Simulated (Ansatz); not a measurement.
Response of Sn to small distortions

```
CELL_PARAMETERS angstrom
-1.59075 1.59075 2.91565
1.59075 -1.59075 2.91565
1.59075 1.59075 -2.91565
ATOMIC_POSITIONS crystal
Sn 0.00000 0.00000 0.00000
```

Conventional cell: a = 3.182 Å, b = 3.182 Å, c = 5.831 Å, α = 90.00°, β = 90.00°, γ = 90.00°. Sn (atom 1) has 4 Sn at 3.18 Å as nearest neighbours.

The cell is COD entry 1540069, as deposited and not checked against the literature; nothing was relaxed.

No spin–orbit coupling, which matters for the heavy atoms here.

Theory: DFT, PBE, all-electron LAPW, scalar-relativistic (Ansatz 0.2.0).

The runs use a Γ-centred 18×18×18 k mesh, Fermi–Dirac smearing of 0.03 eV, basis error target 1 meV/atom, no spin polarisation.

The unchanged cell is at -1.64 GPa.

In a metal, stresses and small energies carry noise from the k mesh.

x, y and z are the Cartesian axes of the cell as listed; fractional coordinates follow a strain, and an engineering shear is twice the off-diagonal strain component.

With equal xy, yz and zx engineering shear strains of -3 %: energy change under 1 meV/atom; stress change (xx, yy, zz, yz, xz, xy) 0.02, 0.02, 0.00, 0.09, 0.09, 0.03 GPa, compression positive.

Problem. With this change (equal xy, yz and zx engineering shear strains of -1 %), what becomes of the energy and stress?

Solution. Energy change under 1 meV/atom; stress change (xx, yy, zz, yz, xz, xy) 0.03, 0.03, -0.04, 0.03, 0.03, 0.07 GPa, compression positive.

Problem. With this change (equal xy, yz and zx engineering shear strains of +2 %), what becomes of the energy and stress?

Solution. Energy change under 1 meV/atom; stress change (xx, yy, zz, yz, xz, xy) 0.08, 0.08, -0.06, -0.05, -0.05, -0.05 GPa, compression positive.

With equal xy, yz and zx engineering shear strains of -2 %: energy change under 1 meV/atom; stress change (xx, yy, zz, yz, xz, xy) 0.04, 0.04, -0.03, 0.09, 0.09, 0.07 GPa, compression positive.

Problem. With this change (equal xy, yz and zx engineering shear strains of +1 %), what becomes of the energy and stress?

Solution. Energy change under 1 meV/atom; stress change (xx, yy, zz, yz, xz, xy) 0.04, 0.04, -0.04, 0.00, 0.00, -0.05 GPa, compression positive.

Problem. With this change (equal xy, yz and zx engineering shear strains of +3 %), what becomes of the energy and stress?

Solution. Energy change under 1 meV/atom; stress change (xx, yy, zz, yz, xz, xy) 0.09, 0.09, -0.05, -0.07, -0.07, 0.05 GPa, compression positive.
